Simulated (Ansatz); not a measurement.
## NiSb: strain energy, fitted

NiSb, P6_3/mmc, a = 3.916 Å, c = 5.070 Å. The structure is a COD entry; whether it is the stable form wasn't checked. Ansatz: PBEsol, PAW, 420 eV, Γ-centred 18×18×10 mesh on 4 atoms, Gaussian smearing 0.10 eV; no spin polarisation. Series: uniaxial strain along c, with a, b and atoms relaxed; x is the strain in per cent. y is the free energy over the unstrained cell, V0 = 16.834 Å³/atom.

| x (%) | y (meV/atom) |
| --- | --- |
| -2.0 | ? |
| -1.0 | 0.84 |
| 0.0 | 0.00 |
| 1.0 | 0.75 |
| 2.0 | 3.06 |

Question: Fit y = c2 x² + c3 x³ to the other rows, turn c2 into a modulus, and predict the missing energy.

Answer: Least squares on the rows shown. y = 0.8067 x² − 0.02159 x³. In eV per unit strain² c2 is 8.067; this is Young's modulus along the axis (E = ½ Y V0 ε²): 2 × 8.067 × 160.2 / (16.834) = 154 GPa. At x = -2.0 the fit asked for gives 3.40 meV/atom. The run gave 3.33 meV/atom, so the fit is 0.07 meV/atom too high, a small miss on the scale of the series. The form still works here, 33 % of the fitted range beyond its end.

2 further runs of this set didn't finish or converge.